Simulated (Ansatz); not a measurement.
Crystal: BaTiO3.

```
CELL_PARAMETERS angstrom
3.70452 -0.01641 0.18507
-0.01641 4.18451 0.02529
0.18591 0.02540 3.89174
ATOMIC_POSITIONS crystal
Ba 0.00791 0.88261 0.95959
Ti 0.50575 0.42212 0.59783
O 0.45838 0.78893 0.98165
O 0.55780 0.89570 0.46569
O 0.97016 0.51063 0.49524
```

```yaml
Program: Ansatz 0.2.0
Task: relaxation of cell and atoms
Functional: r2SCAN
Dispersion: rVV10
Potentials_or_basis: Ansatz PAW
Cutoff: "500 eV (not typed: the program's choice for these potentials)"
k_mesh: 7 × 7 × 7
Occupations: fermi-dirac, width 0.05 eV
Spin: no spin polarisation
```

At the start: volume 12.04 Å³/atom.

Task: Where does the relaxation end?

Result: It ends after 14 steps and the volume is 12.84 Å³/atom (+6.7 %); space group R3m (No. 160, to 0.05 Å).

The path:
```csv
step,energy change (eV),largest force (eV/Å),volume (Å³)
1,0.0000,11.2763,60.18
2,-5.7918,10.9005,65.06
3,-9.1925,8.2133,67.09
4,-11.3519,5.7638,67.76
5,-12.8127,3.6329,66.57
6,-13.6287,1.5278,64.84
7,-13.8708,0.2355,64.59
8,-13.8880,0.1925,64.26
9,-13.8907,0.0720,64.19
10,-13.8927,0.0079,64.18
11,-13.8928,0.0009,64.19
12,-13.8962,0.0020,64.19
13,-13.8962,0.0009,64.20
14,-13.8963,0.0009,64.20
```

Final structure:
```
Ba Ti O
1.0
     4.00310   -0.00480   -0.00530
    -0.00573    4.00544    0.00564
    -0.00473    0.00509    4.00422
Ba Ti O
1 1 3
Cartesian
  0.0129 3.9865 3.9861
  2.0681 1.9295 1.9297
  1.9724 2.0273 4.0572
  1.9721 4.0591 2.0267
  3.9457 2.0225 2.0215
```

Caveat: the plane-wave basis is chosen anew once the cell has moved, so the energies of steps on either side of that aren't comparable; the PAW data sets come from PBE, with cores solved anew for the run's functional, which leaves a small shift of forces and pressure.
